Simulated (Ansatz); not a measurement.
# ZrC in Ansatz: convergence with k mesh

ZrC:

```
Zr C
1.0
     0.00000    2.36500    2.36500
     2.36500    0.00000    2.36500
     2.36500    2.36500    0.00000
Zr C
1 1
Direct
  0.50000 0.50000 0.50000
  0.00000 0.00000 0.00000
```

| Quantity | Value |
| --- | --- |
| Program | Ansatz 0.2.0 |
| Task | convergence study |
| Functional | PBE0 |
| Potentials or basis | PseudoDojo standard (PBE files) |
| Cutoff | 1116 eV |
| Density cutoff | 4463 eV |
| k mesh | 3 × 3 × 3 |
| Occupations | cold, width 0.05 eV |
| Spin | no spin polarisation |

These are the settings of the first run; the series varies k mesh, with any setting tied to it.

Hardware: 2 threads of Arm Neoverse V1, with other jobs on the host.

Question: The values tried are 3 × 3 × 3, 4 × 4 × 4, 5 × 5 × 5, 6 × 6 × 6, 7 × 7 × 7, 9 × 9 × 9, 11 × 11 × 11, 13 × 13 × 13, 16 × 16 × 16, loosest first. From which on does the pressure stay within 0.1 GPa of the tightest run that finished?

Answer: From 11 × 11 × 11 on.

```tsv
k mesh	energy less the tightest run, at zero smearing (meV/atom)	pressure (GPa)	gap on the mesh (eV)	SCF cycles	CPU time (s)	peak memory (GiB)
3 × 3 × 3	157.18	-4.77	0.000	25	8.7	0.33
4 × 4 × 4	43.74	-6.09	0.772	19	15	0.64
5 × 5 × 5	20.23	-3.97	0.000	32	34	0.77
6 × 6 × 6	1.30	-4.69	0.682	25	55	1.1
7 × 7 × 7	3.90	-4.78	0.000	30	120	1.3
9 × 9 × 9	0.90	-4.36	0.000	30	220	2.2
11 × 11 × 11	-0.36	-4.42	0.000	30	520	3.5
13 × 13 × 13	0.00	-4.47	0.000	28	860	5.2
16 × 16 × 16	timed out after 870 s	-	-	-	-	-
```

Against the tightest run, the energy stays within 1 meV/atom from 9 × 9 × 9 on; the gap on the mesh stays within 0.01 eV from 7 × 7 × 7 on. Meshes of other sizes hit other points, so gaps and Fermi surfaces needn't settle smoothly. The tightest run that finished is the yardstick and may itself not be fully converged.

Caveat, for the tightest run too: the potentials were made for another functional, which shifts forces and pressure; the thresholds are loose for stress.
